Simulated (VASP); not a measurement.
Wanted: the native input for a VASP 6.6.1 run.

| Quantity | Value |
| --- | --- |
| Task | relaxation of cell and atoms |
| Functional | PBEsol |
| Potentials or basis | VASP PAW PBE potentials, release 64 (Hf_pv) |
| Cutoff | 600 eV |
| k mesh | 15 × 15 × 7 |
| Occupations | methfessel-paxton, width 0.1 eV |
| Spin | no spin polarisation |
| Further INCAR settings | ALGO = Normal; EDIFF = 1e-07; IBRION = 2; EDIFFG = -0.005; NSW = 90; ISIF = 3 |

The structure of Hf lies in POSCAR:

```
Hf                                      
1.0
    3.1566728310      0.0000000000     -0.0000000000
   -1.5783364155      2.7337588631      0.0000000000
   -0.0000000000      0.0000000000      4.9903549716
  Hf            
     2
Direct
     0.3333333332999970    0.6666666667000030    0.2500000000000000
     0.6666666667000030    0.3333333332999970    0.7500000000000000
```

These files were run (other wordings do the same):

INCAR

```
SYSTEM = Hf
  PREC = Accurate
  ENCUT = 600
  EDIFF = 1E-7
  ISMEAR = 1
  SIGMA = 0.1
  LREAL = .False.
  LASPH = .True.
  NELM = 80
  ALGO = Normal
  ISIF = 3
  LWAVE = .False.
  LCHARG = .False.
  GGA = PS
  IBRION = 2
  NSW = 90
  EDIFFG = -0.005
  KPAR = 2
```

KPOINTS

```
regular mesh
0
Gamma
  15 15 7
  0 0 0
```

Potentials or basis: VASP PAW PBE potentials, release 64 (Hf_pv).

Run with:

```sh
$ cat potpaw_PBE.64/Hf_pv/POTCAR > POTCAR
$ mpirun -np 2 vasp_std > vasp.out
```

It gave:

```json
{
 "Relaxed volume": "21.52 Å³/atom",
 "Relaxed cell": "a = 3.156 Å, b = 3.156 Å, c = 4.990 Å, α = 90.00°, β = 90.00°, γ = 120.00°",
 "Space group after relaxing (to 0.05 Å)": "P6_3/mmc (No. 194)",
 "Energy gained by relaxing": "0.0 meV/atom",
 "Ionic steps": "3",
 "Pressure after relaxing": "0.0 GPa",
 "Band gap on the k mesh": "none (metal or under the smearing width)"
}
```

Caveat: the PAW data sets were made with another functional, which shifts forces and pressure a little.

Run time: 68 s on 2 MPI ranks on Intel(R) Xeon(R) Platinum 8488C (Sapphire Rapids), with other jobs on the host, peak memory 0.22 GiB a rank.
